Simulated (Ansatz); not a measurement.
Errors in the atomisation enthalpy at 298 K

10 molecules of light elements (H to F); the atomisation enthalpy at 298 K in kJ/mol, computed less measured. Shapes, held fixed at every level: PBE0-D4/def2-TZVP. Flexible molecules stand in one conformer, not always the lowest. Thermal terms are harmonic and unscaled (B3LYP/6-31G*, PBE/def2-SVP, PBE0-D4/def2-TZVP); the spin-orbit lowering of the free atoms is taken from their spectra. Programs: Ansatz 0.2.0. Measured values: Active Thermochemical Tables, CRC Handbook of Chemistry and Physics, NIST-JANAF tables.

Levels: A = PBE-D4/def2-TZVPP; B = B3LYP-D4/def2-TZVPP; C = PBE0-D4/def2-TZVPP; D = CCSD(T)/def2-TZVPP.

```csv
molecule,from tabulated heats,A,B,C,D
BOF (fluoro(oxo)borane),1501,+41,-27,-31,-73
B(BO)O (diboron dioxide),2095,+106,+3,0,-74
C2H2 (acetylene),1641,+40,-6,-4,-51
C3H6 (SMILES C1CC1),3405,+71,-2,+31,-81
C4H5N (3-butenenitrile),4270,+147,+8,+36,-125
C4H7NO (2-methyloxazoline),5246,+179,-2,+50,-159
C4H8O (butyraldehyde),5066,+122,-1,+29,-125
C4H10 (isobutane),5183,+65,-1,+19,-113
C4H9NO (dimethylacetamide),5779,+173,+17,+45,-161
C5H8O2 (SMILES O=C1CCCCO1),6206,+203,-11,+62,-168
```

Sum up the errors.


| level | kind | mean error | mean absolute error | worst case |
| --- | --- | --- | --- | --- |
| PBE-D4/def2-TZVPP | GGA | +114.7 | 114.7 | C5H8O2 |
| B3LYP-D4/def2-TZVPP | global hybrid | -2.2 | 7.8 | BOF |
| PBE0-D4/def2-TZVPP | global hybrid | +23.7 | 30.7 | C5H8O2 |
| CCSD(T)/def2-TZVPP | coupled cluster or CI | -113.0 | 113.0 | C5H8O2 |

On this set B3LYP-D4/def2-TZVPP has the smallest mean absolute error and PBE-D4/def2-TZVPP the largest. Without C5H8O2 the largest would be that of CCSD(T)/def2-TZVPP. PBE-D4/def2-TZVPP is too high in 10 of 10; B3LYP-D4/def2-TZVPP is too low in 7 of 10; PBE0-D4/def2-TZVPP is too high in 7 of 10; CCSD(T)/def2-TZVPP is too low in 10 of 10. Heats of the atoms come from ATcT where it has them, that of boron, 570 kJ/mol, from recent work. The tabulated values of BOF, B(BO)O are in doubt (older tables, estimates, or at odds with other calculations) and kept here. Over the 8 molecules whose values aren't doubted the mean absolute errors are A 125.0; B 6.0; C 34.5; D 122.9. The largest two are near a tie. For PBE-D4/def2-TZVPP and CCSD(T)/def2-TZVPP the error tends to grow with the atomisation enthalpy. Correlated wave functions converge slowly with the basis. T1 is large for B(BO)O (0.022), so single-reference values are less sure there. The set is small.

PBE overbinds throughout, but molecular size alone doesn't set the error. Isobutane and 2-methyloxazoline have similar atomisation enthalpies, yet PBE errs by +65 for the first and +179 for the second. Semilocal exchange tends to favour the molecule over its open-shell atoms, and the excess is probably larger where multiple bonds and heteroatom lone pairs crowd electron pairs together. Exact exchange counters this, and PBE0 lies below PBE for every molecule.

The uniform underbinding by CCSD(T) runs against its usual standing for molecules such as these. The likely cause is the triple-zeta basis, which misses part of the short-range pair correlation near the electron cusp. Atomisation exposes this loss because bonding creates new electron pairs that the separated atoms lack. The ranking therefore doesn't show B3LYP to be the better theory; its small errors probably reflect empirical fitting and some cancellation. Nor does it carry over to reactions that conserve bond types, where much of the CCSD(T) deficit should cancel.
